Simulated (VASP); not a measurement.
## CdS (Greenockite) under changes of volume

One of the cells (25.623 Å³/atom); the others are scaled copies at fixed shape and fractional positions:

```
Cd S
1.0
     4.17748    0.00000    0.00000
    -2.08874    3.61781    0.00000
     0.00000    0.00000    6.78162
Cd S
2 2
Direct
  0.66667 0.33333 0.50000
  0.33333 0.66667 0.00000
  0.66667 0.33333 0.87500
  0.33333 0.66667 0.37500
```

| Property | Result |
| --- | --- |
| Program | VASP 6.6.1 |
| Functional | PBE |
| Potentials or basis | VASP PAW PBE potentials, release 64 (Cd, S) |
| Cutoff | 520 eV |
| k mesh | 7 × 7 × 4 |
| Occupations | fermi-dirac, width 0.05 eV |
| Spin | no spin polarisation |

```csv
volume (Å³/atom),energy over the lowest point (meV/atom),pressure (GPa),gap on the mesh (eV),largest force (eV/Å)
23.614,50.96,7.0,1.34,0.082
24.116,31.75,5.3,1.30,0.078
24.618,17.55,3.8,1.25,0.073
25.623,?,?,?,?
26.126,0.00,0.1,1.10,0.061
26.628,1.15,-0.9,1.06,0.058
```

Question: What does the run at 25.623 Å³/atom give?

Answer: Energy over the lowest point 2.10 meV/atom; pressure 1.2 GPa; gap on the mesh 1.15 eV; largest force 0.065 eV/Å.

Worked out: A Birch-Murnaghan fit of order 3 (a polynomial in V^(-2/3)) to the other rows has its minimum at 26.19 Å³/atom with B0 = V·E''(V) = 53 GPa and B' = 4.6 at fixed shape and positions, which overstates the stiffness. It gives 2.10 meV/atom at 25.623 Å³/atom, against the run's 2.10, and -dE/dV = 1.2 GPa, against 1.2. A straight line through the other rows of the gap, of slope -2.39 eV per unit of ln V (its deformation potential), gives 1.15 eV, against the run's 1.15.

Energies are extrapolated to zero smearing.

Spin-orbit coupling on Cd is left out.
